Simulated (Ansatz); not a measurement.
# What a change of settings does to a run on LiH

The structure comes from a relaxation in the same program, started in the zincblende type. Whether it is a known phase or the ground state wasn't checked. The listed cell was then made from it by scaling, straining or moving an atom.

First run: DFT, PBE, PAW with Ansatz's default frozen-core files, scalar-relativistic (Ansatz 0.2.0).

Command: `ansatz run input.yaml --threads 1 --pin off --max-ram 2048MiB --backend cpu --events-out ev --progress --plain --runs-dir out` The run took 1 s on 1 thread of Intel(R) Xeon(R) 6975P-C (Granite Rapids), with other jobs on the host.

```yaml
crystal:
  lattice:
    - [0.0, 2.1590569286, 2.1590569286]
    - [2.1590569286, 0.0, 2.1590569286]
    - [2.1590569286, 2.1590569286, 0.0]
  atoms:
    - { symbol: Li, position: [0.0, 0.0, 0.0] }
    - { symbol: H, position: [0.25, 0.25, 0.25] }
kpoints:
  mp_grid: { grid: [13, 13, 13] }
scf:
  occupations: { method: fermi_dirac, width: 0.05 }
hamiltonian:
  xc: pbe
  pseudopotentials: { kind: paw }
output:
  forces: true
  stress: true
  eigenvalues: true
  efg: { contact_densities: true }
```

Result: converged; pressure -0.56 GPa; gap on the k mesh 4.30 eV (the mesh can miss the band edges); 6 SCF iterations.

The input is then changed:

```diff
@@ -10,7 +10,7 @@
   mp_grid: { grid: [13, 13, 13] }
 scf:
-  occupations: { method: fermi_dirac, width: 0.05 }
+  occupations: { method: cold, width: 0.005 }
 hamiltonian:
-  xc: pbe
+  xc: lda
   pseudopotentials: { kind: paw }
 output:
@@ -19,3 +19,5 @@
   eigenvalues: true
   efg: { contact_densities: true }
+basis:
+  xc_grid: 3
```

Problem. Predict the outcome of the changed run.

Solution. It converged; pressure -2.51 GPa; gap on the k mesh 4.03 eV (the mesh can miss the band edges); 5 SCF iterations.
